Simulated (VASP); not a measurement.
# BN (P6_3mc) in VASP: relaxation of cell and atoms with PBEsol

Aim: the relaxation of cell and atoms of BN with PBEsol.

Everything below comes from runs of VASP 6.6.1. Logs are shortened: lines on timing, memory, paths and dates and some standing lists are left out, and cuts for length are marked.

**1. The structure**

It takes space group P6_3mc (No. 186, hexagonal). The conventional cell has a = 2.550 Å, b = 2.550 Å, c = 4.210 Å, α = 90.00°, β = 90.00°, γ = 120.00°. B (site symmetry 3m) is surrounded by 4 N at 1.56 to 1.58 Å. Around N (site symmetry 3m) lie 4 B at 1.56 to 1.58 Å.

The cell was built by a generator and needn't be a form met in nature.

**2. Relaxation of cell and atoms, PBEsol**

Contents of INCAR:

```
SYSTEM = BN
PREC = Accurate
ENCUT = 600
EDIFF = 1E-6
ISMEAR = -1
SIGMA = 0.05
LREAL = .FALSE.
LASPH = .TRUE.
NELM = 80
ALGO = Fast
ISIF = 3
LWAVE = .FALSE.
LCHARG = .FALSE.
GGA = PS
IBRION = 2
NSW = 60
EDIFFG = -0.02
KPAR = 4
```

Contents of KPOINTS:

```
regular mesh
0
G
  12 12 8
  0 0 0
```

Contents of POSCAR:

```
BN
1.0
    2.5500000000      0.0000000000      0.0000000000
   -1.2750000000      2.2083647797      0.0000000000
    0.0000000000      0.0000000000      4.2100000000
B N
2 2
Direct
    0.3333333333      0.6666666667      0.0000000000
    0.6666666667      0.3333333333      0.5000000000
    0.3333333333      0.6666666667      0.3745000000
    0.6666666667      0.3333333333      0.8745000000
```

Potentials or basis: VASP PAW PBE potentials, release 64 (B, N).

Started as:

```
cat potpaw_PBE.64/B/POTCAR potpaw_PBE.64/N/POTCAR > POTCAR
mpirun -np 4 vasp_std > vasp.out
```

OUTCAR:

```text
SYSTEM = BN
   PREC = Accurate
   ENCUT = 600
   EDIFF = 1E-6
   ISMEAR = -1
   LREAL = .FALSE.
   LASPH = .TRUE.
   NELM = 80
   ISIF = 3
   GGA = PS
   IBRION = 2
   NSW = 60
   EDIFFG = -0.02

 ion  position               nearest neighbor table
   1  0.333  0.667  0.000-   4 1.56   4 1.56   4 1.56   3 1.58
   2  0.667  0.333  0.500-   3 1.56   3 1.56   3 1.56   4 1.58
   3  0.333  0.667  0.374-   2 1.56   2 1.56   2 1.56   1 1.58
   4  0.667  0.333  0.874-   1 1.56   1 1.56   1 1.56   2 1.58

  LATTYP: Found a hexagonal cell.
 ALAT       =     2.5500000000
 C/A-ratio  =     1.6509803922

  Lattice vectors:

 A1 = (   2.5500000000,   0.0000000000,   0.0000000000)
 A2 = (  -1.2750000000,   2.2083647797,   0.0000000000)
 A3 = (   0.0000000000,   0.0000000000,   4.2100000000)

Analysis of symmetry for initial positions (statically):
=====================================================================
 Subroutine PRICEL returns:
 Original cell was already a primitive cell.

 Routine SETGRP: Setting up the symmetry group for a
 hexagonal supercell.

 Subroutine GETGRP returns: Found 12 space group operations
 (whereof  6 operations were pure point group operations)
 out of a pool of 24 trial point group operations.

The static configuration has the point symmetry C_3v.
 The point group associated with its full space group is C_6v.

Analysis of symmetry for dynamics (positions and initial velocities):
=====================================================================
 Subroutine PRICEL returns:
 Original cell was already a primitive cell.

 Routine SETGRP: Setting up the symmetry group for a
 hexagonal supercell.

 Subroutine GETGRP returns: Found 12 space group operations
 (whereof  6 operations were pure point group operations)
 out of a pool of 24 trial point group operations.

The dynamic configuration has the point symmetry C_3v.
 The point group associated with its full space group is C_6v.

 Subroutine INISYM returns: Found 12 space group operations
 (whereof  6 operations are pure point group operations),
 and found     1 'primitive' translations

----------------------------------------------------------------------------------------

                                     Primitive cell

  volume of cell :      23.7079

  direct lattice vectors                    reciprocal lattice vectors
     2.550000000  0.000000000  0.000000000     0.392156863  0.226411870  0.000000000
    -1.275000000  2.208364780  0.000000000     0.000000000  0.452823741  0.000000000
     0.000000000  0.000000000  4.210000000     0.000000000  0.000000000  0.237529691

  length of vectors
     2.550000000  2.550000000  4.210000000     0.452823741  0.452823741  0.237529691

  position of ions in fractional coordinates (direct lattice)
     0.333333333  0.666666667  0.000000000
     0.666666667  0.333333333  0.500000000
     0.333333333  0.666666667  0.374500000
     0.666666667  0.333333333  0.874500000

  ion indices of the primitive-cell ions
   primitive index   ion index
                 1           1
                 2           2
                 3           3
                 4           4

----------------------------------------------------------------------------------------

 KPOINTS: regular mesh

Automatic generation of k-mesh.
 Grid dimensions read from file:
 generate k-points for:   12   12    8

 Generating k-lattice:

  Cartesian coordinates                     Fractional coordinates (reciprocal lattice)
     0.032679739  0.018867656  0.000000000     0.083333333  0.000000000  0.000000000
     0.000000000  0.037735312  0.000000000     0.000000000  0.083333333  0.000000000
     0.000000000  0.000000000  0.029691211     0.000000000  0.000000000  0.125000000

  Length of vectors
     0.037735312  0.037735312  0.029691211

  Shift w.r.t. Gamma in fractional coordinates (k-lattice)
     0.000000000  0.000000000  0.000000000

 Subroutine IBZKPT returns following result:
 ===========================================

 Found     95 irreducible k-points:

 Following reciprocal coordinates:
            Coordinates               Weight
  0.000000  0.000000  0.000000      1.000000
  0.083333  0.000000  0.000000      6.000000
  0.166667  0.000000  0.000000      6.000000
  0.250000  0.000000  0.000000      6.000000
  0.333333  0.000000  0.000000      6.000000
  0.416667  0.000000  0.000000      6.000000
[... 16 lines left out ...]
  0.250000  0.000000  0.125000     12.000000
  0.333333  0.000000  0.125000     12.000000
 [... further k-points ...]
   k-points           NKPTS =     95   k-points in BZ     NKDIM =     95   number of bands    NBANDS=     12
   number of dos      NEDOS =    301   number of ions     NIONS =      4
   total plane-waves  NPLWV =  14400
   dimension x,y,z NGX =    20 NGY =   20 NGZ =   36
   dimension x,y,z NGXF=    40 NGYF=   40 NGZF=   72
   ions per type =               2   2
   NGX,Y,Z   is equivalent  to a cutoff of  13.04, 13.04, 14.22 a.u.
   NGXF,Y,Z  is equivalent  to a cutoff of  26.08, 26.08, 28.43 a.u.
 SYSTEM =  BN
   PREC   = accura    normal or accurate (medium, high low for compatibility)
   ISTART =      0    job   : 0-new  1-cont  2-samecut
   ICHARG =      2    charge: 1-file 2-atom 10-const
   ISPIN  =      1    spin polarized calculation?
   LNONCOLLINEAR =      F non collinear calculations
   LSORBIT =      F    spin-orbit coupling
   LASPH  =      T    aspherical Exc in radial PAW
   ENCUT  =  600.0 eV  44.10 Ry    6.64 a.u.   5.09  5.09  8.41*2*pi/ulx,y,z
   NELM   =     80;   NELMIN=  2; NELMDL= -5     # of ELM steps
   EDIFF  = 0.1E-05   stopping-criterion for ELM
   LREAL  =      F    real-space projection
   EDIFFG = -.2E-01   stopping-criterion for IOM
   NSW    =     60    number of steps for IOM
   IBRION =      2    ionic relax: 0-MD 1-quasi-New 2-CG
   NFREE  =      1    steps in history (QN), initial steepest desc. (CG)
   ISIF   =      3    stress and relaxation
   ISYM   =      2    0-nonsym 1-usesym 2-fastsym
   POTIM  = 0.5000    time-step for ionic-motion
   TEBEG  =    0.0;   TEEND  =   0.0 temperature during run
   PSTRESS=    0.0 pullay stress
   NELECT =      16.0000    total number of electrons
   NUPDOWN=      -1.0000    fix difference up-down
   EMIN   =  10.00;   EMAX   =-10.00  energy-range for DOS
   EFERMI =   0.00;   METHOD = LEGACY
   ISMEAR =    -1;   SIGMA  =   0.05  broadening in eV -4-tet -1-fermi 0-gaus
   EFERMI_NEDOS =   21; number of points for ismear=-14 and -15
   IALGO  =     68    algorithm
   IMIX   =      4    mixing-type and parameters
     AMIX     =   0.40;   BMIX     =  1.00
     AMIX_MAG =   1.60;   BMIX_MAG =  1.00
  volume/ion in A,a.u.               =       5.93        40.00
  Fermi-wavevector in a.u.,A,eV,Ry     =   1.435987  2.713622 28.056005  2.062058
  Thomas-Fermi vector in A             =   2.555225
   LORBIT       =      0    0 simple, 1 ext, 2 COOP (PROOUT), +10 PAW based schemes
   GGA     = PS    functional components
   LHFCALC =     F    Hartree Fock is set to
   AEXX    =    0.0000 exact exchange contribution
   IVDW    =     0    specifies the selected vdW correction
   LEPSILON=     F    determine dielectric tensor
   LRPA    =     F    only Hartree local field effects (RPA)
 conjugate gradient relaxation of ions
 non-spin polarized calculation
 RMM-DIIS sequential band-by-band and
  energy-cutoff  :      600.00
  volume of cell :       23.71
 maximum number of plane-waves:       807
   NGX = 11   NGY = 11   NGZ = 17

--------------------------------------- Ionic step        1  -------------------------------------------

 number of electron      16.0000003 magnetization

 Free energy of the ion-electron system (eV)
  ---------------------------------------------------
  ext. energy  EPLUGINS =         0.00000000
  ---------------------------------------------------
  free energy    TOTEN  =       -36.63218707 eV

  energy without entropy =      -36.63218707  energy(sigma->0) =      -36.63218707

------------------------ aborting loop because EDIFF is reached ----------------------------------------

  FORCE on cell =-STRESS in cart. coord.  units (eV):
  Direction    XX          YY          ZZ          XY          YZ          ZX
  --------------------------------------------------------------------------------------
  -------------------------------------------------------------------------------------
  Total       -0.5275096     -0.5275096     -0.2657248      0.0000000      0.0000000     -0.0000000
  in kB      -35.6490434    -35.6490434    -17.9576503      0.0000000      0.0000000     -0.0000000
  external PRESSURE =     -29.7519123 kB  Pullay stress =       0.0000000 kB

 VOLUME and BASIS-vectors are now :
 -----------------------------------------------------------------------------
  energy-cutoff  :      600.00
  volume of cell :       23.71
      direct lattice vectors                 reciprocal lattice vectors
     2.550000000  0.000000000  0.000000000     0.392156863  0.226411870  0.000000000
    -1.275000000  2.208364780  0.000000000     0.000000000  0.452823741  0.000000000
     0.000000000  0.000000000  4.210000000     0.000000000  0.000000000  0.237529691
[... 39 lines left out ...]
 POSITION                                       TOTAL-FORCE (eV/Angst)
 -----------------------------------------------------------------------------------
     -0.00000      1.46288      4.19634        -0.000000      0.000000      0.022727
      1.26689      0.73144      2.09809        -0.000000     -0.000000      0.022727
     -0.00000      1.46288      1.57176         0.000000     -0.000000     -0.022727
      1.26689      0.73144      3.67001        -0.000000      0.000000     -0.022727
 -----------------------------------------------------------------------------------
    total drift:                               -0.000000      0.000000     -0.000080

  FREE ENERGIE OF THE ION-ELECTRON SYSTEM (eV)
  ---------------------------------------------------
  free  energy   TOTEN  =       -36.6321420871 eV

  energy  without entropy=      -36.6321420870  energy(sigma->0) =      -36.63214209

--------------------------------------- Ionic step        3  -------------------------------------------

 number of electron      16.0000003 magnetization

 Free energy of the ion-electron system (eV)
  ---------------------------------------------------
  ext. energy  EPLUGINS =         0.00000000
  ---------------------------------------------------
  free energy    TOTEN  =       -36.63409586 eV

  energy without entropy =      -36.63409586  energy(sigma->0) =      -36.63409586

 E-fermi :   8.5134     XC(G=0): -13.0291

 val. band max:        7.5780695249   @ k =   0.0000   0.0000   0.0000
 cond. band min:      12.5316513736   @ k =   0.3333   0.3333   0.0000
 fundamental gap:      4.9535818486
 Fermi energy:         8.5133715145

 k-point     1 :       0.0000    0.0000    0.0000
  band No.  band energies     occupation
      1     -12.9059      2.00000
      2      -8.6778      2.00000
      3      -3.4780      2.00000
      4       5.4299      2.00000
      5       5.4299      2.00000
      6       7.3022      2.00000
      7       7.5781      2.00000
      8       7.5781      2.00000
      9      15.9033      0.00000
     10      15.9033      0.00000
     11      16.1539      0.00000
     12      17.1083      0.00000

 k-point     2 :       0.0833    0.0000    0.0000
  band No.  band energies     occupation
      1     -12.7533      2.00000
      2      -8.5603      2.00000
      3      -3.3269      2.00000
      4       4.7301      2.00000
      5       5.1421      2.00000
      6       6.9994      2.00000
      7       7.1537      2.00000
      8       7.4190      2.00000
      9      15.6413      0.00000
     10      16.2108      0.00000
     11      16.4157      0.00000
     12      17.5954      0.00000
[... 316 lines left out ...]
 k-point    24 :       0.3333    0.0000    0.1250
  band No.  band energies     occupation
      1     -10.4990      2.00000
      2      -7.4675      2.00000
      3      -1.3378      2.00000
      4      -0.1776      2.00000
      5       1.7369      2.00000
      6       3.1652      2.00000
      7       5.0070      2.00000
      8       5.7627      2.00000
      9      14.3777      0.00000
     10      15.9658      0.00000
     11      18.2700      0.00000
     12      18.7433      0.00000

 [... further k-points ...]
[... 5 lines left out ...]
  --------------------------------------------------------------------------------------
  -------------------------------------------------------------------------------------
  Total       -0.0082008     -0.0082008      0.0342140     -0.0000000     -0.0000000     -0.0000000
  in kB       -0.5586368     -0.5586368      2.3306638     -0.0000000     -0.0000000     -0.0000000
  external PRESSURE =       0.4044634 kB  Pullay stress =       0.0000000 kB

 VOLUME and BASIS-vectors are now :
 -----------------------------------------------------------------------------
  energy-cutoff  :      600.00
  volume of cell :       23.52
      direct lattice vectors                 reciprocal lattice vectors
     2.541901777  0.000000000 -0.000000000     0.393406232  0.227133194  0.000000000
    -1.270950888  2.201351513  0.000000000     0.000000000  0.454266388  0.000000000
     0.000000000  0.000000000  4.203265067     0.000000000  0.000000000  0.237910287

 POSITION                                       TOTAL-FORCE (eV/Angst)
 -----------------------------------------------------------------------------------
     -0.00000      1.46757      4.20318         0.000000      0.000000      0.008866
      1.27095      0.73378      2.10155        -0.000000      0.000000      0.008866
     -0.00000      1.46757      1.57421        -0.000000      0.000000     -0.008866
      1.27095      0.73378      3.67584         0.000000      0.000000     -0.008866
 -----------------------------------------------------------------------------------
    total drift:                               -0.000000     -0.000000      0.000062

  FREE ENERGIE OF THE ION-ELECTRON SYSTEM (eV)
  ---------------------------------------------------
  free  energy   TOTEN  =       -36.6340958569 eV

  energy  without entropy=      -36.6340958569  energy(sigma->0) =      -36.63409586

 reached required accuracy - stopping structural energy minimisation
```

Wall time 10 s (4 MPI ranks of Intel Xeon 6975P-C (Granite Rapids), shared host); peak memory 0.15 GiB.

What came out:

```
Free energy                            : -36.6341 eV
Relaxed volume                         : 5.88 Å³/atom
Relaxed cell                           : a = 2.542 Å, b = 2.542 Å, c = 4.203 Å, α = 90.00°, β = 90.00°, γ = 120.00°
Space group after relaxing (to 0.05 Å) : P6_3mc (No. 186)
Energy gained by relaxing              : 0.5 meV/atom
Ionic steps                            : 3
Pressure after relaxing                : 0.0 GPa
Largest force after relaxing           : 0.009 eV/Å
Band gap on the k mesh                 : 4.95 eV, indirect (least direct gap 8.22 eV)
```

Forces in eV/Å, atoms in the order of the input:
```
B    0.000  0.000  0.009
B    0.000  0.000  0.009
N    0.000  0.000 -0.009
N    0.000  0.000 -0.009
```

The path:
```csv
step,energy change (eV),largest force (eV/Å),pressure (GPa),volume (Å³)
1,0.0000,0.0035,-2.98,23.71
2,0.0000,0.0227,3.18,23.33
3,-0.0019,0.0089,0.04,23.52
```

Final structure:
```
B N
1.0
     2.54190    0.00000    0.00000
    -1.27095    2.20135    0.00000
     0.00000    0.00000    4.20327
B N
2 2
Direct
  0.33333 0.66667 0.99998
  0.66667 0.33333 0.49998
  0.33333 0.66667 0.37452
  0.66667 0.33333 0.87452
```

Caveat: the PAW data sets were made with another functional, which shifts forces and pressure a little.
